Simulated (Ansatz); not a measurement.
Runs of Ansatz 0.2.0 on BeTe. The structure is cubic, space group F-43m (No. 216). The conventional cell has a = 5.540 Å, b = 5.540 Å, c = 5.540 Å, α = 90.00°, β = 90.00°, γ = 90.00°. Te (site symmetry -43m) has 4 Be at 2.40 Å as nearest neighbours. Around Be (site symmetry -43m) lie 4 Te at 2.40 Å. 

```tsv
task	level	potentials or basis	cell	cutoff (eV)	smearing	basis error allowed	gap on the mesh (eV)	pressure (GPa)	relaxed volume (Å³/atom)
band structure	BLYP	all-electron LAPW, scalar-relativistic	as given	227	fermi-dirac 0.05 eV	0.001 eV/atom	(c)	7.2	-
band structure	LDA	all-electron LAPW, scalar-relativistic	as given	228	fermi-dirac 0.05 eV	0.001 eV/atom	1.77	0.5	-
relaxation of cell and atoms	RPBE+D3(BJ)	all-electron LAPW, scalar-relativistic	relaxed	-	fermi-dirac 0.05 eV	0.001 eV/atom	1.58	0.0	(b)
Born charges	PBEsol	all-electron PAW datasets made for the crystal	as given	200	fixed	-	(a)	-	-
relaxation of cell and atoms	PBEsol+D3(BJ)	all-electron LAPW, scalar-relativistic	relaxed	-	fermi-dirac 0.05 eV	0.001 eV/atom	1.74	0.0	21.19
```

Alike in all rows: no spin polarisation; k mesh 8 × 8 × 8.

**Question.** Fill in the values left out.

**Answer.** (a) 1.75; (b) 18.80; (c) 2.14.

Caveats: spin-orbit coupling is left out, which moves the levels of the heavy elements; the volume moved by -12 % from the deposited cell, more than functionals usually miss (some runs); the program warned that the printed levels may be off, so bands, gaps and densities of states are rough (some runs).

A k mesh can miss the band edges, and the runs leave out spin-orbit coupling on Te.

The runs don't all hold the same shells in valence.

Runs at the PBE level aren't shown here.
